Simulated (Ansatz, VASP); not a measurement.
Two plane-wave programs on Pt

```
CELL_PARAMETERS angstrom
2.66200 0.00000 0.00000
-1.33100 2.30536 0.00000
0.00000 0.00000 4.96070
ATOMIC_POSITIONS crystal
Pt 0.66667 0.33333 0.75000
Pt 0.33333 0.66667 0.25000
```

Alike in both runs: task single point; functional PBE; k mesh 18 × 18 × 10; occupations gaussian, width 0.15 eV; no spin polarisation.

|  | VASP | Ansatz |
| --- | --- | --- |
| version | VASP 6.6.1 | Ansatz 0.2.0 |
| potentials or method | VASP PAW PBE potentials, release 64 (Pt) | scalar-relativistic, plane waves, PAW |
| plane-wave cutoff (eV) | 520 | 420 |
| valence electrons in the cell | 20 | 36 |

VASP gave:

| Property | Result |
| --- | --- |
| gap on the k mesh at the Fermi level (eV) | none |
| pressure (GPa) | 12.7 |
| largest component of the traceless stress (GPa) | 14.31 |

Task: Which values does Ansatz return?

Result: gap on the k mesh at the Fermi level (eV): none; pressure (GPa): 13.3; largest component of the traceless stress (GPa): 14.36.

A gap of «none» marks a metal or a gap that the smearing closes. With one functional, cell and mesh, what is left measures potentials, basis and numerics. The two sets of potentials don't hold the same shells in valence.

The runs have no spin-orbit coupling, so splittings on Pt are missing.
